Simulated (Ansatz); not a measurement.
An Ansatz input:

```yaml
crystal:
  lattice:
    - [0.0, 2.6546496237, 2.6546496237]
    - [2.6546496237, 0.0, 2.6546496237]
    - [2.6546496237, 2.6546496237, 0.0]
  atoms:
    - { symbol: La, position: [0.0, 0.0, 0.0] }
hamiltonian:
  xc: r2scan
  pseudopotentials:
    kind: paw
    azcp:
      La: "pseudopotentials/La.paw.azcp"
basis:
  ecutwfc: 500
  fft_grid_basis: typed
kpoints:
  mp_grid: { grid: [12, 12, 12], shift: [0, 0, 0] }
magnetization:
  spin_polarized: false
scf:
  occupations: { method: fermi_dirac, width: 0.1 }
  lower_state_search: "off"
output:
  stress: true
```

Output

```
Engine: ansatz 0.2.0, x86_64-unknown-linux-gnu
Pseudopotentials: kind: paw
Pseudopotential: La, paw, valence charge 11, recommended cutoff 500 eV (meta_gga) 
Functional definition: r2SCAN
  parameter k0 = 0.174
  parameter k1 = 0.065
  parameter a1 = 4.9479
  exchange = r2scan_x(k0 = k0, k1 = k1, a1 = a1)
  correlation = r2scan_c
Crystal: 1 atoms, lattice volume = 37.416 Å³
Basis set: ecut = 500 eV, 941 PW (Γ), exchange–correlation on 120×120×120 points (64 copies of the dense FFT grid, shifted against one another)
Bands: 10, of which v1, the nominal top of the filled ones, is band 6 counted from 1 (5 counted from 0)
Symmetry: 48 space group operations
Space group: Fm-3m (ITA 225), of the structure as read, at distance tolerance 3.3e-5 Å
k-points: 72 of 1728
Non-local potential: La, projectors of the file, l = 0: 3, l = 1: 2, l = 2: 2, l = 3: 3
PAW form: soft (Blöchl's): semilocal exchange-correlation on the pseudo side does not see the compensation charge
PAW frozen core: La, regenerated for the run's functional (the file was generated under x = pbe(κ = 0.804, μ = 0.2195149727645171), c = pbe(β = 0.06672455060314922))
PAW one-centre angular grid: La, 974 points (default); XC on 160 Gauss nodes
Initial density: superposition of atomic densities (neutral atoms: chi_scale 0, normalization atom), corrected by the library's trained network
Initial wavefunctions: pseudopotential atomic-orbital guess
Functional: x = r2scan, c = r2scan; τ floored in thin density (d = 2e-4 eV/Å³)
SCF iter   1: F=-6264.682343 eV  HF=-6264.642492 eV  |F-HF|=3.99e-2  |Δ(HF+E_count)|=         —  Δρ=8.58e-3  dr2=2.82e-2  dr2_τ=2.50e-3  ethr=1.77e-3  ⟨swp⟩=3.9  Hψ=3404  notcnv=0
SCF iter   2: F=-6264.695023 eV  HF=-6264.697519 eV  |F-HF|=2.50e-3  |Δ(HF+E_count)|=   5.50e-2  Δρ=4.22e-3  dr2=6.14e-3  dr2_τ=3.38e-4  ethr=2.56e-4  ⟨swp⟩=2.3  Hψ=1952  notcnv=0
SCF iter   3: F=-6264.696705 eV  HF=-6264.696540 eV  |F-HF|=1.65e-4  |Δ(HF+E_count)|=   9.79e-4  Δρ=6.56e-4  dr2=2.38e-4  dr2_τ=5.41e-6  ethr=5.58e-5  ⟨swp⟩=2.6  Hψ=1439  notcnv=0
SCF iter   4: F=-6264.696740 eV  HF=-6264.696738 eV  |F-HF|=2.00e-6  |Δ(HF+E_count)|=   1.98e-4  Δρ=7.28e-5  dr2=1.35e-6  dr2_τ=1.04e-7  ethr=2.16e-6  ⟨swp⟩=2.7  Hψ=1213  notcnv=0
SCF iter   5: F=-6264.696740 eV  HF=-6264.696740 eV  |F-HF|=5.26e-8  |Δ(HF+E_count)|=   2.29e-6  Δρ=2.97e-5  dr2=3.44e-7  dr2_τ=1.38e-8  ethr=1.22e-8  ⟨swp⟩=2.4  Hψ=1107  notcnv=0
SCF iter   6: F=-6264.696741 eV  HF=-6264.696741 eV  |F-HF|=6.67e-8  |Δ(HF+E_count)|=   9.33e-8  Δρ=1.17e-5  dr2=3.82e-8  dr2_τ=8.53e-10  ethr=9.09e-10  ⟨swp⟩=4.9  Hψ=2346  notcnv=0
SCF 1 converged in 6 iterations: F = -6264.696741 eV  dr2 = 3.82e-8
SCF converged after 6 iterations
Free energy (F): -6264.696741 eV
Harris-Foulkes:  -6264.696741 eV  (|F-HF|=6.67e-8)
Internal energy: -6264.641566 eV  (E = F + TS)
E sigma→0 (E₀):  -6264.669153 eV
Entropy (-TS):   -0.055175 eV (-55.175 meV/atom)
Fermi energy:    11.024468 eV
--- Per-component energies (eV) ---
  E_band       = -52.107242
  E_kinetic    = 192.687680
  E_local      = -334.562151  (includes V_loc(G=0)·N_el)
  E_nonlocal   = 92.825687
  E_hartree    = 105.261213
  E_xc         = -131.814569
  E_vxc        = -160.195956  (∫ρ·V_xc dr)
  E_paw        = -5436.798958  (= ΣΔE_a)
  E_vpaw       = -61.734308  (= ΣTr[D̂ρ^β])
  E_aug_tail   = 0.000000  (compensation charges beyond the density's cutoff)
  E_vtau       = 8.350644  (kinetic-family band-sum trace: ∫τ·v_τ [+ j·A + Jᵃ·Aᵃ] dr)
  E_ewald      = -752.308980
  E_core_change = 0.068512  (= ΣΔE_core)
  E_smearing   = -0.055175  (= −TS)
  E_closure    = -0.000000  (closes the sum)
  Σ components = -6264.696741   (vs F -6264.696741, Δ=0.00e0)
--- Stress (GPa, compression-positive) ---
       -0.260307       0.000000      -0.000000
        0.000000      -0.260307       0.000000
        0.000000       0.000000      -0.260307
  P = ⅓ Tr σ = -0.2603 GPa (-2.603 kbar)
```

Command:

```sh
ansatz run input.yaml --threads 1 --pin off --max-ram 3584MiB --backend cpu --events-out ev --progress --plain --runs-dir out
```

On 1 thread of Intel(R) Xeon(R) Platinum 8259CL CPU @ 2.50GHz (Skylake/Cascade Lake) (shared host) this took about 6 s of wall time and 6 s of CPU time.
